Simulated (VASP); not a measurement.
A run of VASP 6.6.1 is set up as follows.

Contents of POSCAR:

```
CaSe
1.0
    0.0000000000      2.9675306062      2.9675306062
    2.9675306062      0.0000000000      2.9675306062
    2.9675306062      2.9675306062      0.0000000000
Ca Se
1 1
Direct
    0.0000000000      0.0000000000      0.0000000000
    0.5000000000      0.5000000000      0.5000000000
```

File INCAR.step1:

```
PREC = Accurate
ENCUT = 520
ISMEAR = 0
SIGMA = 0.01
LREAL = False
LASPH = True
NELM = 60
NBANDS = 15
GGA = PE
ALGO = Normal
EDIFF = 1E-4
LWAVE = True
LCHARG = False
```

Contents of INCAR.step2:

```
PREC = Accurate
ENCUT = 520
EDIFF = 1E-6
ISMEAR = 0
SIGMA = 0.01
LREAL = False
LASPH = True
NELM = 60
ALGO = Normal
ISIF = 2
LWAVE = False
LCHARG = False
METAGGA = R2SCAN
LMIXTAU = True
NBANDS = 15
ISTART = 1
```

Contents of KPOINTS:

```
Automatic mesh
0
Gamma
  8 8 8
```

Potentials or basis: VASP PAW PBE potentials, release 64 (Ca_sv, Se).

Command:

```sh
$ cat potpaw_PBE.64/Ca_sv/POTCAR potpaw_PBE.64/Se/POTCAR > POTCAR
$ cp INCAR.step1 INCAR
$ mpirun -np 1 vasp_std > vasp.out
$ cp INCAR.step2 INCAR
$ mpirun -np 1 vasp_std > vasp.out
```

Problem. What does it give for the band gap on the k mesh?

Solution. 2.52 eV, indirect (least direct gap 3.46 eV).

Problem. Estimate the pressure.

Solution. 0.2 GPa.

Caveat: the PAW data sets were made with another functional, which shifts forces and pressure a little.

**What was measured.**

A printed reference work, monograph, original work of 1988 reports, for a bulk crystal of CaSe at 2 K: band gap 3.85 eV (indirect).

Against the measured gap of CaSe, 3.85 eV (indirect; 2 K; a printed reference work, monograph, original work of 1988), the calculated 2.52 eV is off by -1.33 eV. Spin-orbit coupling on Se is left out. The value is that of r2SCAN on a finite k mesh, which can miss the band edges, without temperature or zero-point motion.
